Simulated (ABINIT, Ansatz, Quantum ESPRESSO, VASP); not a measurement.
## One calculation of Al2Au, 5 ways

```xyz
3
Lattice="0.0000 3.0000 3.0000 3.0000 0.0000 3.0000 3.0000 3.0000 0.0000" Properties=species:S:1:pos:R:3 pbc="T T T"
Au    0.0000    0.0000    0.0000
Al    4.5000    4.5000    4.5000
Al    1.5000    1.5000    1.5000
```

Alike in all runs: task single point; functional PBE; k mesh 8 × 8 × 8; occupations fermi-dirac, width 0.05 eV; no spin polarisation; no spin-orbit coupling. Pressure is positive in compression and, in plane waves, holds the error of the finite cutoff, which Ansatz's Pulay term estimates and takes out.

```json
{"program and potentials": "Ansatz, all-electron LAPW, scalar-relativistic", "plane-wave cutoff (eV)": "-", "notes": "-", "band gap (eV)": "no gap", "pressure (GPa)": "3.28"}
{"program and potentials": "Quantum ESPRESSO, SSSP 1.3 efficiency PBE", "plane-wave cutoff (eV)": "816", "notes": "8.33 valence electrons an atom on average", "band gap (eV)": "no gap", "pressure (GPa)": "3.10"}
{"program and potentials": "Ansatz, Ansatz PAW (earlier soft set)", "plane-wave cutoff (eV)": "420", "notes": "8.33 valence electrons an atom on average; Pulay term of +0.04 GPa included", "band gap (eV)": "no gap", "pressure (GPa)": "3.24"}
{"program and potentials": "ABINIT, JTH PAW PBE v2.0", "plane-wave cutoff (eV)": "544", "notes": "5.67 valence electrons an atom on average", "band gap (eV)": "no gap", "pressure (GPa)": "3.09"}
{"program and potentials": "VASP, PBE PAW files Al, Au, 520 eV", "plane-wave cutoff (eV)": "520", "notes": "5.67 valence electrons an atom on average", "band gap (eV)": "no gap", "pressure (GPa)": "3.05"}
```

None finds a gap. The pressure spans 3.05 (VASP, PBE PAW files Al, Au, 520 eV) to 3.28 GPa (Ansatz, all-electron LAPW, scalar-relativistic), with all-electron results at 3.28.

Differences between rows come from potentials, basis sets and numerical settings, since the functional is the same but for its coding. Runs on potential files found faulty are left out.

All five runs describe fluorite-type Al2Au as a metal, as expected for this purple intermetallic. Electron counting requires it: each primitive cell holds an odd number of electrons, so without spin polarisation at least one band must stay partly filled. The states at the Fermi level are mainly Al and Au s and p in character, with the filled Au d bands lying deeper. The colour comes from interband transitions in the visible and needs no band gap.

The positive pressure in every run means that PBE would expand this cell, which is close to the measured one. This fits the functional's usual underbinding of heavy metals. The potential-based runs all fall below the all-electron 3.28 GPa, but treating the Au semicore shell as valence doesn't by itself account for the spread: Quantum ESPRESSO with the larger valence gives 3.10 GPa, almost the same as ABINIT with the smaller one at 3.09 GPa. A pressure at one volume gives neither the equilibrium lattice constant nor the bulk modulus.
